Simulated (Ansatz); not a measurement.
Theory: DFT PBE, scalar-relativistic, plane waves, PAW in Ansatz. All cells share a 420 eV cutoff and Γ-centred k meshes spaced about 0.3 Å⁻¹ or finer (0.25 for metals, 2π included). No spin polarisation.

All energies are static (0 K, no zero-point motion).

Two relaxed structures of Al4N3:

A.

```yaml
crystal:
  lattice:
    - [3.11266, 0.00000, 0.00000]
    - [-1.55633, 2.69564, 0.00000]
    - [0.00000, 0.00000, 9.80898]
  atoms:
    - { symbol: Al, position: [0.00000, 0.00000, 0.49581] }
    - { symbol: Al, position: [0.33333, 0.66667, 0.75891] }
    - { symbol: Al, position: [0.00000, 0.00000, 0.98090] }
    - { symbol: Al, position: [0.33333, 0.66667, 0.23878] }
    - { symbol: N, position: [0.33333, 0.66667, 0.43313] }
    - { symbol: N, position: [0.00000, 0.00000, 0.69046] }
    - { symbol: N, position: [0.00000, 0.00000, 0.17700] }
```

B.

```yaml
crystal:
  lattice:
    - [4.38159, 0.00000, 0.00000]
    - [0.00000, 4.38159, 0.00000]
    - [0.00000, 0.00000, 4.38159]
  atoms:
    - { symbol: Al, position: [0.75360, 0.75360, 0.24640] }
    - { symbol: Al, position: [0.24640, 0.24640, 0.24640] }
    - { symbol: Al, position: [0.75360, 0.24640, 0.75360] }
    - { symbol: Al, position: [0.24640, 0.75360, 0.75360] }
    - { symbol: N, position: [0.50000, 0.00000, 0.50000] }
    - { symbol: N, position: [0.00000, 0.50000, 0.50000] }
    - { symbol: N, position: [0.50000, 0.50000, 0.00000] }
```

Question: Which would you expect to be lower, and how large is the difference?

Answer: A is lower, by 169 meV/atom. A has space group P3m1 (No. 156), 11.8 Å³/atom and no gap on its mesh; B has space group P-43m (No. 215), 12.0 Å³/atom and no gap. Counting N atoms around Al (those within 1.25 times the shortest such distance or 1.15 times the sum of covalent radii; a slash parts the counts of unlike sites), A has Al 1/3/4 and B has Al 3. Both come from trial cells of a structure search.

In P3m1, P-43m an odd number of electrons in the primitive cell allows no gap without spin; a larger cell or a magnetic state could open one. Trial moments fell under 0.15 μB along the way in P3m1 and P-43m; another start might hold them. With atoms moved at random, A came back. B had no clear such test and can be a saddle point.
